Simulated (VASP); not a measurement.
**Band-edge properties of SbAs (F-43m)**

The runs below take SbAs at its given cell and follow the band edges through several levels. The cell is generated by rule, not measured, and may not be a known phase.

Main program and level: VASP 6.6.1; PBEsol; plane waves and PAW (As, Sb), in the first sound run; inputs show where later runs differ.

Most raw output is cut from this account.

The structure was built from a prototype and need not be the compound's stable phase.

## Step 1: Set-up

Symmetry: F-43m, No. 216, cubic system. Conventional cell: a = 6.028 Å, b = 6.028 Å, c = 6.028 Å, α = 90.00°, β = 90.00°, γ = 90.00°. As has 4 Sb at 2.61 Å nearest. Nearest to Sb lie 4 As at 2.61 Å. Farther neighbours are not listed.

## Step 2: Relaxation of the atoms

The cell is kept as given; the atoms are relaxed first, so that no residual force shifts the band edges.

Input file INCAR:

```
SYSTEM = SbAs
PREC = Accurate
ENCUT = 400
EDIFF = 1E-06
NELM = 100
ISMEAR = 0
SIGMA = 0.02
LREAL = .FALSE.
ALGO = Normal
GGA = PS
NBANDS = 11
LORBIT = 11
LWAVE = .FALSE.
LCHARG = .FALSE.
KPAR = 4
IBRION = 2
NSW = 40
ISIF = 2
EDIFFG = -0.005
```

Input file POSCAR:

```
SbAs
1.0
    0.0000000000      3.0137700000      3.0137700000
    3.0137700000      0.0000000000      3.0137700000
    3.0137700000      3.0137700000      0.0000000000
As Sb
1 1
Direct
    0.0000000000      0.0000000000      0.0000000000
    0.2500000000      0.2500000000      0.2500000000
```

Input file KPOINTS:

```
Automatic mesh
0
Gamma
8 8 8
0 0 0
```

The projector-augmented-wave data sets are As and Sb (PBE family, release 64).

Command:

```bash
mpirun -np 4 vasp_std
```

It took 11 s on 4 MPI ranks of AMD EPYC 7R43, shared host; peak memory 0.49 GiB.

The k-mesh is coarse for a metal. The PAW data sets were made with PBE, which is usual practice but a small mismatch for other functionals. The run keeps the 24 symmetry operations of its start, so it cannot find a distortion of lower symmetry.

The forces vanish from the start, and no atom moves.

Numbers from this step:

```yaml
scf_cycles: 12
electrons: 10
bands: 11
irreducible_k_points: 29
symmetry_operations: 24
free_energy_toten: -8.475 eV
energy_at_zero_smearing: -8.475 eV
fermi_energy: 5.963 eV
pressure: 12.78 GPa
metallic: yes
```

## Step 3: Bands on a dense mesh

A dense even mesh and a path are solved together, since either alone can miss a band edge.

Edit INCAR of step 2 so:

```diff
@@ -10,3 +10,3 @@
 GGA = PS
-NBANDS = 11
+NBANDS = 17
 LORBIT = 11
@@ -15,5 +15,2 @@
 KPAR = 4
-IBRION = 2
-NSW = 40
 ISIF = 2
-EDIFFG = -0.005
```

POSCAR is that of step 2.

Input file KPOINTS:

```
Automatic mesh
0
Gamma
12 12 12
0 0 0
```

Input file KPOINTS_OPT:

```
Line mode
24
Line-mode
Reciprocal
  0.00000000   0.00000000   0.00000000 GAMMA
  0.50000000   0.00000000   0.50000000 X

  0.50000000   0.00000000   0.50000000 X
  0.50000000   0.25000000   0.75000000 W

  0.50000000   0.25000000   0.75000000 W
  0.37500000   0.37500000   0.75000000 K

  0.37500000   0.37500000   0.75000000 K
  0.00000000   0.00000000   0.00000000 GAMMA

  0.00000000   0.00000000   0.00000000 GAMMA
  0.50000000   0.50000000   0.50000000 L

  0.50000000   0.50000000   0.50000000 L
  0.62500000   0.25000000   0.62500000 U

  0.62500000   0.25000000   0.62500000 U
  0.50000000   0.25000000   0.75000000 W

  0.50000000   0.25000000   0.75000000 W
  0.50000000   0.50000000   0.50000000 L

  0.50000000   0.50000000   0.50000000 L
  0.37500000   0.37500000   0.75000000 K

  0.62500000   0.25000000   0.62500000 U
  0.50000000   0.00000000   0.50000000 X
```

Command:

```bash
mpirun -np 4 vasp_std
```

Wall time 87 s (4 MPI ranks); peak memory 0.7 GiB; 5.7 min of CPU time.

This step gave:

```yaml
bands: 17
irreducible_k_points: 72
free_energy_toten: -8.546 eV
fermi_energy: 6.095 eV
pressure: 12.64 GPa
```

Electronic bands along the path, in eV, zero at the Fermi level; # counts the bands kept:

```csv
point,#1,#2,#3,#4,#5,#6,#7,#8
Γ,-4.58,-2.60,-2.60,-2.60,0.30,0.30,0.30,4.25
0.48 of the way,-7.57,-4.05,-4.05,-0.89,-0.36,2.70,2.70,4.40
X,-10.57,-4.97,-4.97,-1.33,-0.97,5.72,5.72,7.00
0.48 of the way,-10.55,-5.25,-5.24,-0.48,-0.21,4.32,4.63,6.88
W,-10.52,-5.51,-5.49,1.14,1.32,2.08,2.98,6.87
0.48 of the way,-10.44,-5.74,-5.04,-0.07,1.40,2.97,3.55,6.15
K,-10.38,-5.83,-4.63,-0.94,1.39,3.90,4.21,5.18
0.48 of the way,-8.16,-4.86,-3.34,-1.09,1.45,1.46,2.44,5.32
Γ,-4.58,-2.60,-2.60,-2.60,0.30,0.30,0.30,4.25
0.48 of the way,-7.29,-3.23,-3.23,-2.31,1.16,1.16,2.08,5.80
L,-9.59,-3.70,-3.70,-2.72,1.53,1.53,4.72,6.61
0.48 of the way,-9.76,-5.26,-4.07,-1.09,1.47,2.44,4.03,5.96
U,-10.38,-5.83,-4.63,-0.94,1.39,3.90,4.21,5.18
0.48 of the way,-10.43,-5.75,-4.99,-0.20,1.40,3.07,3.63,6.05
W,-10.52,-5.51,-5.49,1.14,1.32,2.08,2.98,6.87
0.48 of the way,-9.88,-5.52,-4.39,-0.48,1.25,2.91,3.78,5.30
L,-9.59,-3.70,-3.70,-2.72,1.53,1.53,4.72,6.61
0.52 of the way,-9.80,-5.38,-4.13,-1.00,1.54,2.59,3.88,5.83
K,-10.38,-5.83,-4.63,-0.94,1.39,3.90,4.21,5.18
jump to U,-10.38,-5.83,-4.63,-0.94,1.39,3.90,4.21,5.18
0.48 of the way,-10.55,-5.38,-4.88,-1.11,-0.25,4.93,5.19,6.38
X,-10.57,-4.97,-4.97,-1.33,-0.97,5.72,5.72,7.00
```

Of the projections kept (As, Sb), the largest for each band there; the rest of the weight can lie on other orbitals:

| point | #1 | #2 | #3 | #4 | #5 | #6 | #7 | #8 |
| --- | --- | --- | --- | --- | --- | --- | --- | --- |
| Γ | Sb 0.51 | As 0.63 | As 0.63 | As 0.63 | Sb 0.65 | Sb 0.65 | Sb 0.65 | Sb 0.80 |
| X | Sb 0.88 | As 0.54 | As 0.54 | Sb 0.66 | As 0.59 | As 0.50 | As 0.50 | As 0.83 |
| W | Sb 0.88 | Sb 0.51 | As 0.57 | As 0.71 | Sb 0.73 | As 0.76 | Sb 0.80 | As 0.63 |
| K | Sb 0.80 | As 0.52 | As 0.55 | Sb 0.53 | As 0.57 | Sb 0.55 | Sb 0.51 | As 0.58 |
| Γ | Sb 0.51 | As 0.63 | As 0.63 | As 0.63 | Sb 0.65 | Sb 0.65 | Sb 0.65 | Sb 0.80 |
| L | Sb 0.62 | As 0.57 | As 0.57 | Sb 0.54 | Sb 0.57 | Sb 0.57 | As 0.68 | As 0.72 |

At 12.6 GPa the cell is away from the equilibrium volume of this level: left free, it would expand.

## Step 4: Bands with spin-orbit coupling

This step: PBEsol, spin-orbit coupling; plane waves and PAW (As, Sb); invented cell (VASP 6.6.1).

Spin-orbit coupling can split and shift the band edges, more so for heavy elements, so the bands are solved again with spinors.

Edit INCAR of step 3 so:

```diff
@@ -10,3 +10,8 @@
 GGA = PS
-NBANDS = 17
+LNONCOLLINEAR = .TRUE.
+MAGMOM = 0 0 0 0 0 0
+NBANDS = 22
+GGA_COMPAT = .FALSE.
+LASPH = .TRUE.
+LSORBIT = .TRUE.
 LORBIT = 11
```

POSCAR is that of step 3.

Input file KPOINTS:

```
Automatic mesh
0
Gamma
8 8 8
0 0 0
```

Edit KPOINTS_OPT of step 3 so:

```diff
@@ -1,3 +1,3 @@
 Line mode
-24
+16
 Line-mode
```

Command:

```bash
mpirun -np 4 vasp_ncl
```

It took 2.9 min on 4 MPI ranks; peak memory 1.1 GiB.

LASPH is on here and off in the session's scalar semilocal runs, so a comparison with those holds both changes.

Numbers from this step:

| Item | Value |
| --- | --- |
| bands | 22 |
| irreducible k-points | 43 |
| free energy (TOTEN) | -8.558 eV |
| energy at zero smearing | -8.558 eV |
| Fermi energy | 5.972 eV |
| pressure | 12.85 GPa |

The spin moment in the PAW sphere vanishes on all atoms.

On-site spin-orbit energy by atom:

| atom | on-site spin-orbit energy (eV) |
| --- | --- |
| As1 | -0.030 |
| Sb2 | -0.135 |

Electronic bands along the path, in eV, zero at the Fermi level; # counts the bands kept:

| point | #5 | #6 | #7 | #8 | #9 | #10 | #11 | #12 |
| --- | --- | --- | --- | --- | --- | --- | --- | --- |
| Γ | -2.32 | -2.32 | -2.32 | -2.32 | 0.08 | 0.08 | 0.60 | 0.60 |
| 0.47 of the way | -3.82 | -3.82 | -0.74 | -0.74 | -0.26 | -0.26 | 2.65 | 2.65 |
| X | -4.80 | -4.80 | -1.20 | -1.20 | -0.85 | -0.85 | 5.72 | 5.72 |
| 0.53 of the way | -5.14 | -5.08 | -0.28 | -0.09 | 0.03 | 0.12 | 4.06 | 4.27 |
| W | -5.33 | -5.29 | 1.16 | 1.22 | 1.35 | 1.65 | 2.20 | 2.22 |
| 0.47 of the way | -4.96 | -4.89 | 0.03 | 0.11 | 1.50 | 1.54 | 2.98 | 3.14 |
| K | -4.52 | -4.50 | -0.83 | -0.80 | 1.49 | 1.52 | 3.89 | 4.10 |
| 0.47 of the way | -3.27 | -3.25 | -0.98 | -0.92 | 1.46 | 1.61 | 1.71 | 1.73 |
| Γ | -2.32 | -2.32 | -2.32 | -2.32 | 0.08 | 0.08 | 0.60 | 0.60 |
| 0.47 of the way | -2.93 | -2.93 | -2.18 | -2.18 | 1.09 | 1.09 | 1.42 | 1.43 |
| L | -3.42 | -3.42 | -2.59 | -2.59 | 1.52 | 1.52 | 1.78 | 1.78 |
| 0.47 of the way | -3.95 | -3.93 | -1.03 | -0.97 | 1.56 | 1.57 | 2.52 | 2.52 |
| U | -4.52 | -4.50 | -0.83 | -0.80 | 1.49 | 1.52 | 3.89 | 4.10 |
| 0.47 of the way | -4.88 | -4.82 | -0.15 | -0.08 | 1.50 | 1.53 | 3.14 | 3.30 |
| W | -5.33 | -5.29 | 1.16 | 1.22 | 1.35 | 1.65 | 2.20 | 2.22 |
| 0.53 of the way | -4.18 | -4.10 | -0.64 | -0.55 | 1.33 | 1.41 | 2.82 | 2.88 |
| L | -3.42 | -3.42 | -2.59 | -2.59 | 1.52 | 1.52 | 1.78 | 1.78 |
| 0.53 of the way | -4.03 | -4.01 | -0.88 | -0.83 | 1.67 | 1.68 | 2.75 | 2.75 |
| K | -4.52 | -4.50 | -0.83 | -0.80 | 1.49 | 1.52 | 3.89 | 4.10 |
| jump to U | -4.52 | -4.50 | -0.83 | -0.80 | 1.49 | 1.52 | 3.89 | 4.10 |
| 0.53 of the way | -4.78 | -4.76 | -1.04 | -0.99 | -0.28 | -0.27 | 5.05 | 5.20 |
| X | -4.80 | -4.80 | -1.20 | -1.20 | -0.85 | -0.85 | 5.72 | 5.72 |

Of the projections kept (As, Sb), the largest for each band there; the rest of the weight can lie on other orbitals:

| point | #5 | #6 | #7 | #8 | #9 | #10 | #11 | #12 |
| --- | --- | --- | --- | --- | --- | --- | --- | --- |
| Γ | As 0.65 | As 0.65 | As 0.65 | As 0.65 | Sb 0.60 | Sb 0.60 | Sb 0.67 | Sb 0.67 |
| X | As 0.56 | As 0.56 | Sb 0.66 | Sb 0.66 | As 0.59 | As 0.59 | As 0.51 | As 0.51 |
| W | As 0.56 | As 0.51 | As 0.71 | Sb 0.73 | As 0.70 | Sb 0.73 | As 0.76 | As 0.75 |
| K | As 0.55 | As 0.55 | Sb 0.55 | Sb 0.52 | As 0.55 | As 0.59 | Sb 0.52 | Sb 0.57 |
| Γ | As 0.65 | As 0.65 | As 0.65 | As 0.65 | Sb 0.60 | Sb 0.60 | Sb 0.67 | Sb 0.67 |
| L | As 0.58 | As 0.58 | Sb 0.53 | Sb 0.53 | Sb 0.56 | Sb 0.56 | Sb 0.59 | Sb 0.59 |

## Step 5: Orbitals for bands with HSE06

This step: PBE; plane waves and PAW (As, Sb); invented cell (VASP 6.6.1).

The hybrid starts from PBE orbitals, which saves many expensive cycles.

Input file INCAR:

```
SYSTEM = SbAs
PREC = Accurate
ENCUT = 400
EDIFF = 1E-05
NELM = 100
ISMEAR = 0
SIGMA = 0.02
LREAL = .FALSE.
ALGO = Normal
GGA = PE
NBANDS = 11
LORBIT = 11
LWAVE = .TRUE.
LCHARG = .FALSE.
KPAR = 4
```

POSCAR is that of step 4.

Input file KPOINTS:

```
Automatic mesh
0
Gamma
4 4 4
0 0 0
```

Command:

```bash
mpirun -np 4 vasp_std
```

It took 5.2 s on 4 MPI ranks; peak memory 0.47 GiB.

Numbers from this step:

| Property | Result |
| --- | --- |
| SCF cycles | 10 |
| bands | 11 |
| irreducible k-points | 8 |
| free energy (TOTEN) | -7.928 eV |
| energy at zero smearing | -7.927 eV |
| Fermi energy | 5.879 eV |
| pressure | 13.10 GPa |

The run ends at a pressure of 13.10 GPa.

## Step 6: Bands with HSE06

This step: HSE06; plane waves and PAW (As, Sb); invented cell (VASP 6.6.1).

A quarter of screened exact exchange corrects much of the semilocal gap error; its cost forces a coarser mesh.

Input file INCAR:

```
SYSTEM = SbAs
PREC = Accurate
ENCUT = 400
EDIFF = 1E-06
NELM = 100
ISMEAR = 0
SIGMA = 0.02
LREAL = .FALSE.
ALGO = Normal
LHFCALC = .TRUE.
AEXX = 0.25
GGA = PE
HFSCREEN = 0.2
LASPH = .TRUE.
NBANDS = 11
PRECFOCK = Fast
LORBIT = 11
LWAVE = .FALSE.
LCHARG = .FALSE.
KPAR = 4
ISIF = 2
```

POSCAR is that of step 5.

KPOINTS is that of step 5.

Edit KPOINTS_OPT of step 4 so:

```diff
@@ -1,3 +1,3 @@
 Line mode
-16
+8
 Line-mode
```

The WAVECAR or CHGCAR of an earlier step is read.

Command:

```bash
mpirun -np 4 vasp_std
```

Wall time 6 min (4 MPI ranks); peak memory 0.92 GiB.

The k-mesh is coarse for exact exchange; in a metal the Fermi energy and the levels can shift by several tenths of an eV on a finer one.

Numbers from this step:

```
SCF cycles              : 13
free energy (TOTEN)     : -9.801 eV
energy at zero smearing : -9.800 eV
Fermi energy            : 5.783 eV
pressure                : 10.37 GPa
```

Electronic bands along the path, in eV, zero at the Fermi level; # counts the bands kept:

```
          point      #1     #2     #3     #4     #5    #6    #7    #8
              Γ   -4.68  -2.75  -2.75  -2.75   0.79  0.79  0.79  5.10
0.43 of the way   -7.74  -4.14  -4.14  -0.42  -0.21  3.01  3.01  5.22
              X  -11.46  -5.36  -5.36  -1.07  -0.68  6.74  6.74  8.00
0.43 of the way  -11.44  -5.63  -5.61  -0.29   0.02  5.43  5.73  7.89
              W  -11.40  -5.97  -5.95   1.68   1.90  2.72  3.67  7.87
0.43 of the way  -11.33  -6.20  -5.50   0.49   1.98  3.56  4.22  7.21
              K  -11.26  -6.32  -4.98  -0.64   1.97  4.73  5.09  5.99
0.43 of the way   -9.20  -5.49  -3.71  -0.72   2.26  2.31  3.15  6.16
              Γ   -4.68  -2.75  -2.75  -2.75   0.79  0.79  0.79  5.10
0.43 of the way   -7.46  -3.34  -3.34  -2.16   1.61  1.61  2.31  6.69
              L  -10.44  -3.96  -3.96  -2.66   2.13  2.13  5.62  7.61
0.43 of the way  -10.56  -5.50  -4.30  -1.00   1.99  2.95  5.06  7.01
              U  -11.26  -6.32  -4.98  -0.64   1.97  4.73  5.09  5.99
0.43 of the way  -11.30  -6.25  -5.32   0.04   1.98  3.95  4.50  6.84
              W  -11.40  -5.97  -5.95   1.68   1.90  2.72  3.67  7.87
0.57 of the way  -10.62  -5.69  -4.48  -0.61   1.82  3.29  4.91  6.50
              L  -10.44  -3.96  -3.96  -2.66   2.13  2.13  5.62  7.61
0.57 of the way  -10.70  -5.95  -4.50  -0.65   2.25  3.49  4.50  6.55
              K  -11.26  -6.32  -4.98  -0.64   1.97  4.73  5.09  5.99
      jump to U  -11.26  -6.32  -4.98  -0.64   1.97  4.73  5.09  5.99
0.57 of the way  -11.45  -5.69  -5.29  -0.87  -0.14  6.09  6.33  7.54
              X  -11.46  -5.36  -5.36  -1.07  -0.68  6.74  6.74  8.00
```

Of the projections kept (As, Sb), the largest for each band there; the rest of the weight can lie on other orbitals:

```
point       #1       #2       #3       #4       #5       #6       #7       #8
    Γ  Sb 0.52  As 0.60  As 0.60  As 0.60  Sb 0.67  Sb 0.67  Sb 0.67  Sb 0.80
    X  Sb 0.87  As 0.51  As 0.51  Sb 0.67  As 0.58  Sb 0.52  Sb 0.52  As 0.82
    W  Sb 0.88  Sb 0.53  As 0.54  As 0.69  Sb 0.74  As 0.74  Sb 0.80  As 0.59
    K  Sb 0.81  As 0.50  As 0.52  Sb 0.55  As 0.55  Sb 0.57  Sb 0.53  As 0.56
    Γ  Sb 0.52  As 0.60  As 0.60  As 0.60  Sb 0.67  Sb 0.67  Sb 0.67  Sb 0.80
    L  Sb 0.63  As 0.54  As 0.54  Sb 0.55  Sb 0.59  Sb 0.59  As 0.66  As 0.72
```

## Step 7: What came out

| Item | Value |
| --- | --- |
| gap, PBEsol | none |
| gap with spin-orbit coupling | none |
| gap, HSE06 without spin-orbit coupling | none |

**Reading.** At this level the bands overlap or touch. Masses were not obtained, since there is no gap at this level. The strain response was not obtained, since there is no gap at this level.

[Lines on the potential files, build, host, timing and source positions are cut from VASP's logs without a mark.]

[Logs are printed without paths, hosts, clocks, repeated set-up lines and the standing remarks that a program may print on its own settings, such as how far it seeks lower states.]

[Hosts, paths, dates, database ids (printed as entryN), source tags and the programs' standing remarks are cut or masked in the printed files.]

[In band tables of VASP the shares of atoms and orbitals are scaled to a sum of 1 inside the atoms' spheres.]

[Gaps and slopes under strain along one axis are those of the sampled path and mesh points; where strain splits equal valleys, another of them can be the edge.]
